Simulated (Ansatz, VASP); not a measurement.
**Ta2H: VASP beside Ansatz**

The input INCAR:

```
SYSTEM = Ta2H
PREC = Accurate
ENCUT = 520
EDIFF = 1E-6
ISMEAR = 0
SIGMA = 0.5
LREAL = .FALSE.
LASPH = .TRUE.
NELM = 60
ALGO = Normal
ISIF = 2
LWAVE = .FALSE.
LCHARG = .TRUE.
GGA = PS
LELF = .TRUE.
LVHAR = .TRUE.
NBANDS = 18
```

The input KPOINTS:

```
regular mesh
0
G
  8 8 8
  0 0 0
```

File POSCAR:

```
Ta2H
1.0
    3.3724360000      0.0000000000      0.0000000000
    0.0000000000      3.3724360000      0.0000000000
    0.0000000000      0.0000000000      3.4101120000
Ta H
2 1
Direct
    0.5000000000      0.0000000000      0.7413230000
    0.0000000000      0.5000000000      0.2586770000
    0.0000000000      0.0000000000      0.0000000000
```

Input for Ansatz:

```yaml
crystal:
  lattice:
    - [3.372436, 0.0, 0.0]
    - [0.0, 3.372436, 0.0]
    - [0.0, 0.0, 3.410112]
  atoms:
    - { symbol: Ta, position: [0.5, 0.0, 0.741323] }
    - { symbol: Ta, position: [0.0, 0.5, 0.258677] }
    - { symbol: H, position: [0.0, 0.0, 0.0] }
kpoints:
  mp_grid:
    grid: [8, 8, 8]
    shift: [0.0, 0.0, 0.0]
hamiltonian:
  xc: pbesol
  pseudopotentials:
    kind: paw
scf:
  occupations:
    method: gaussian
    width: 0.5
output:
  stress: true
```

The cell comes from a database or a generator and needn't be the stable form of this composition.

Alike in both runs: task single point; functional PBEsol; k mesh 8 × 8 × 8; occupations gaussian, width 0.5 eV; no spin polarisation.

```csv
,VASP,Ansatz
version,VASP 6.6.1,Ansatz 0.2.0
potentials or method,"VASP PAW PBE potentials, release 64 (Ta_pv, H)","plane waves, PAW"
plane-wave cutoff (eV),520,420
valence electrons in the cell,23,27
```

Ansatz gave:

- pressure (GPa): -3.9
- largest component of the traceless stress (GPa): 0.12

Task: Which values does VASP return?

Result: Pressure (GPa): -3.8; largest component of the traceless stress (GPa): 0.14.

The two sets of potentials don't hold the same shells in valence.

Caveats: the PAW data sets were made with another functional, which shifts forces and pressure a little (VASP). Spin-orbit coupling is left out, which matters for the levels of Ta.
